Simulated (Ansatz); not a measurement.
Runs of Ansatz 0.2.0 on BeTe. Symmetry: F-43m, No. 216, cubic system. Conventional cell: a = 5.540 Å, b = 5.540 Å, c = 5.540 Å, α = 90.00°, β = 90.00°, γ = 90.00°. Around Te (site symmetry -43m) lie 4 Be at 2.40 Å. Be (site symmetry -43m) is surrounded by 4 Te at 2.40 Å. 

```tsv
task	level	potentials or basis	cell	k mesh	cutoff (eV)	smearing	q mesh	points for each segment of the path	atoms under strain	mesh quality	gap on the mesh (eV)	pressure (GPa)	V0 of scaled cells (Å³/atom)	relaxed volume (Å³/atom)	B0 (GPa)
phonons	PBEsol	Ansatz PAW	as given	8 × 8 × 8	420	fixed	2 × 2 × 2	8	-	not flagged	1.75	-	-	-	-
equation of state	LDA	Ansatz PAW	as given	8 × 8 × 8	420	fermi-dirac 0.05 eV	-	-	-	not flagged	-	-	21.42	-	64
relaxation of cell and atoms	r2SCAN+D3(BJ)	Ansatz PAW	relaxed	8 × 8 × 8	500	fermi-dirac 0.05 eV	-	-	-	not flagged	2.33	0.0	-	(a)	-
single point	PBE	Ansatz PAW	as given	4 × 4 × 4	420	fermi-dirac 0.05 eV	-	-	-	coarse	1.85	4.8	-	-	-
elastic constants	r2SCAN	Ansatz PAW	as given	7 × 7 × 7	500	fixed	-	-	relaxed	not flagged	2.27	4.2	-	-	-
equation of state	RPBE+D4	Ansatz PAW	as given	8 × 8 × 8	420	fermi-dirac 0.05 eV	-	-	-	not flagged	-	-	21.48	-	64
band structure	PBE	Ansatz PAW earlier set	as given	8 × 8 × 8	960	fermi-dirac 0.05 eV	-	14	-	not flagged	1.86	(b)	-	-	-
relaxation of cell and atoms	PBE+D3(BJ)	Ansatz PAW	relaxed	8 × 8 × 8	420	fermi-dirac 0.05 eV	-	-	-	not flagged	1.92	0.0	-	21.73	-
band structure	PBEsol	Ansatz PAW	as given	8 × 8 × 8	420	fermi-dirac 0.05 eV	-	14	-	not flagged	1.75	2.3	-	-	-
relaxation of cell and atoms	BLYP	Ansatz PAW	relaxed	8 × 8 × 8	420	fermi-dirac 0.05 eV	-	-	-	not flagged	2.38	0.0	-	23.76	-
```

Alike in all rows: no spin polarisation.

Question: Fill in the values left out.

Answer: (a) 22.21; (b) 4.3.

Caveats: some runs use coarse meshes; spin-orbit coupling is left out, which moves the levels of the heavy elements (some runs); the PAW data sets come from PBE, with cores solved anew for the run's functional, which leaves a small shift of forces and pressure (some runs); the plane-wave basis is chosen anew once the cell has moved, so the energies of steps on either side of that aren't comparable (some runs); the dispersion damping was fitted for another functional or another form of the correction (some runs); the cell is more than 3 GPa from zero pressure, which shifts response properties (some runs); odd divisions of the mesh miss points on the zone boundary, where band edges often lie, so the gap on the mesh can be too wide (some runs); the potentials were made for another functional, which shifts forces and pressure (some runs).

A k mesh can miss the band edges, and the runs leave out spin-orbit coupling on Te.

The runs don't all hold the same shells in valence.
